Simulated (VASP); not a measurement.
Pt, 2 atoms in the cell. It takes space group P6_3/mmc (No. 194, hexagonal). Conventional cell: a = 2.814 Å, b = 2.814 Å, c = 4.896 Å, α = 90.00°, β = 90.00°, γ = 120.00°. Pt (site symmetry -6m2) has 12 Pt at 2.81 to 2.94 Å as nearest neighbours. This isn't the form of Pt at room conditions, which is fcc.

```yaml
Program: VASP 6.6.1
Task: single point
Functional: BLYP
Potentials_or_basis: VASP PAW PBE potentials, release 64 (Pt)
Cutoff: 520 eV
k_mesh: 21 × 21 × 11
Occupations: fermi-dirac, width 0.1 eV
Spin: no spin polarisation
Dipole_correction: no
Further_INCAR_settings: ALGO = Fast; EDIFF = 1e-06; NBANDS = 17
```

Potentials or basis: VASP PAW PBE potentials, release 64 (Pt).

Launch:

```sh
$ cat potpaw_PBE.64/Pt/POTCAR > POTCAR
$ mpirun -np 1 vasp_std > vasp.out
```

Hardware: 1 thread of Intel(R) Xeon(R) 6975P-C (Granite Rapids), on a shared host.

Q: Estimate the wall time of this run.

A: Run time: 65 s on 1 thread of Intel(R) Xeon(R) 6975P-C (Granite Rapids), with other jobs on the host, peak memory 0.26 GiB. Counts: scf iterations 13, k points 288.
